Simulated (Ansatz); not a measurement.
# CoSi2: the cost of one run

Program: Ansatz 0.2.0. Level of theory: DFT PBE, scalar-relativistic, plane waves, PAW. These are calculated values, not measurements.

2 further runs of the same task are left out: 1 for a known fault of the program, 1 set aside as unsound or not needed. Runs told in other sessions of the task aren't counted.

## 1. The starting structure

The structure is cubic, space group Fm-3m (No. 225). The conventional cell has a = 5.360 Å, b = 5.360 Å, c = 5.360 Å, α = 90.00°, β = 90.00°, γ = 90.00°. Co (site symmetry m-3m) has 8 Si at 2.32 Å in its first shell of neighbours. Si (site symmetry -43m) is surrounded by 4 Co at 2.32 Å.

Structure file:

```
Co Si
1.0
     0.00000    2.67992    2.67992
     2.67992    0.00000    2.67992
     2.67992    2.67992    0.00000
Co Si
1 2
Direct
  0.00000 0.00000 0.00000
  0.25000 0.25000 0.25000
  0.75000 0.75000 0.75000
```

It is the result of an earlier relaxation at this level (volume 12.83 Å³/atom; gap on the mesh: none (metal)).

Reference energy of this cell: -6399.1755 eV (3 atoms, 14×14×14 mesh, zero smearing).

## 2. Next cell: Co and Si exchanged on 3 pairs of sites drawn at random in a supercell of the crystal

In a supercell of the relaxed crystal with 24 atoms, 3 Co and as many Si trade places (38 % of the Co sites); all atoms are shaken by 0.02 Å.

The cell holds 16 Si, 8 Co: a = 7.580 Å, b = 7.580 Å, c = 7.580 Å, α = 60.00°, β = 60.00°, γ = 60.00°.

## 3. Relaxation without symmetry, coarse mesh

Cell and atoms move without symmetry, on a coarse mesh with loose thresholds.

File input.yaml:

```yaml
crystal:
  lattice:
    - [5.3598438608, 0.0, 5.3598438608]
    - [5.3598438608, 5.3598438608, 0.0]
    - [0.0, 5.3598438608, 5.3598438608]
  atoms:
    - { symbol: Si, position: [0.0004431819, 0.9975619695, 0.4982663918] }
    - { symbol: Si, position: [0.0029658889, 0.4994636112, 0.5012288023] }
    - { symbol: Co, position: [0.5014448335, 0.9960577566, 0.5006327037], spin: 3.0 }
    - { symbol: Co, position: [0.4976470547, 0.5049317347, 0.4995434631], spin: 3.0 }
    - { symbol: Co, position: [0.9974699868, 0.0040654393, 0.9941304972], spin: 3.0 }
    - { symbol: Co, position: [0.9996446326, 0.5003936828, 0.99611437], spin: 3.0 }
    - { symbol: Co, position: [0.5028846633, 0.0023137048, 0.0012484392], spin: 3.0 }
    - { symbol: Si, position: [0.4982635643, 0.5037076388, 0.998430049] }
    - { symbol: Si, position: [0.127766065, 0.1236480442, 0.1240256303] }
    - { symbol: Si, position: [0.1236379611, 0.625166155, 0.124213074] }
    - { symbol: Si, position: [0.6290608479, 0.1280485407, 0.1207335296] }
    - { symbol: Si, position: [0.6255508983, 0.6246441617, 0.1256273212] }
    - { symbol: Si, position: [0.1281104536, 0.1192040884, 0.6282665279] }
    - { symbol: Si, position: [0.1267812971, 0.6341021172, 0.6180682429] }
    - { symbol: Si, position: [0.6207570068, 0.1312403989, 0.6254576389] }
    - { symbol: Co, position: [0.6193105785, 0.6295005662, 0.6250836926], spin: 3.0 }
    - { symbol: Si, position: [0.375628992, 0.3711312973, 0.3775081676] }
    - { symbol: Si, position: [0.3713899406, 0.873015542, 0.3736066522] }
    - { symbol: Si, position: [0.8711016414, 0.3744239998, 0.3765108889] }
    - { symbol: Si, position: [0.8771712353, 0.8749599944, 0.3737490187] }
    - { symbol: Si, position: [0.3740534997, 0.3743682853, 0.8746654187] }
    - { symbol: Co, position: [0.3736411458, 0.8732854917, 0.8774501393], spin: 3.0 }
    - { symbol: Si, position: [0.8742256309, 0.3766432022, 0.8750441879] }
    - { symbol: Co, position: [0.8718031311, 0.8804000735, 0.8701109426], spin: 3.0 }
  symmetry: { detect: false }
basis:
  ecutwfc: 420
kpoints:
  mp_grid: { grid: [2, 2, 2], shift: [0.5, 0.5, 0.5] }
hamiltonian:
  xc: pbe
scf:
  occupations: { method: gaussian, width: 0.1 }
  lower_state_search: "off"
output:
  forces: true
  stress: true
  eigenvalues: true
  populations: true
magnetization:
  spin_polarized: true
relax:
  adjacent_minimum: "off"
  f_tol: 0.04
  max_steps: 50
  cell: { stress_tol: 0.3 }
```

Launch:

```console
> ansatz run input.yaml --threads 4 --pin off --max-ram 9216MiB --backend cpu --events-out ev --progress --plain --runs-dir out
```

What time and memory should one allow on 4 threads of Intel Xeon 6975P-C (Granite Rapids), shared host?

About 3.3 min, with a peak of 1.8 GiB.
